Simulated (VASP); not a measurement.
Input of a VASP 6.6.1 run:

The input POSCAR:

```
BaTiO3
1.0
    4.0060000000      0.0000000000      0.0000000000
    0.0000000000      4.0060000000      0.0000000000
    0.0000000000      0.0000000000      4.0060000000
Ba Ti O
1 1 3
Direct
    0.5000000000      0.5000000000      0.5000000000
    0.0000000000      0.0000000000      0.0000000000
    0.0000000000      0.0000000000      0.5000000000
    0.0000000000      0.5000000000      0.0000000000
    0.5000000000      0.0000000000      0.0000000000
```

File INCAR.step1:

```
SYSTEM = BaTiO3
  ALGO = Fast
  EDIFF = 1E-8
  ENCUT = 500
  GGA = PE
  ISMEAR = 0
  KPAR = 4
  LASPH = .True.
  LCHARG = .False.
  LREAL = .False.
  LWAVE = .True.
  NELM = 80
  PREC = Accurate
  SIGMA = 0.01
```

The input INCAR.step2:

```
SYSTEM = BaTiO3
  ALGO = Exact
  EDIFF = 1E-8
  ENCUT = 500
  GGA = PE
  ISMEAR = 0
  ISTART = 1
  KPAR = 4
  LASPH = .True.
  LCHARG = .False.
  LOPTICS = .True.
  LREAL = .False.
  LWAVE = .True.
  NBANDS = 288
  NELM = 1
  PREC = Accurate
  SIGMA = 0.01
```

INCAR.step3

```
SYSTEM = BaTiO3
  ALGO = EVGW0
  EDIFF = 1E-8
  ENCUT = 500
  ENCUTGW = 150
  GGA = PE
  ISMEAR = 0
  ISTART = 1
  KPAR = 4
  LASPH = .True.
  LCHARG = .False.
  LREAL = .False.
  LWAVE = .False.
  NBANDS = 288
  NBANDSGW = 28
  NELMGW = 1
  NOMEGA = 50
  PREC = Accurate
  PRECFOCK = Fast
  SIGMA = 0.01
```

The input KPOINTS:

```
k-points
0
Gamma
  4 4 4
  0 0 0
```

Potentials or basis: VASP PAW PBE potentials, release 64 (Ba_sv_GW, Ti_sv_GW, O_GW).

Command:

```sh
$ cat potpaw_PBE.64/Ba_sv_GW/POTCAR potpaw_PBE.64/Ti_sv_GW/POTCAR potpaw_PBE.64/O_GW/POTCAR > POTCAR
$ cp INCAR.step1 INCAR
$ mpirun -np 4 vasp_std > vasp.out
$ cp INCAR.step2 INCAR
$ mpirun -np 4 vasp_std > vasp.out
$ cp INCAR.step3 INCAR
$ mpirun -np 4 vasp_std > vasp.out
```

(1) Predict the quasiparticle gap.

(2) What does it give for the least direct quasiparticle gap?

(3) Estimate the band gap on the k mesh, mean-field level.

Results:

(1) 3.38 eV.

(2) 3.49 eV.

(3) 1.78 eV, indirect (least direct gap 1.90 eV).

Caveat: bands, screening cutoff and mesh are small and nothing is extrapolated, so the quasiparticle values aren't converged; spin-orbit coupling is left out, which moves the levels of the heavy elements.
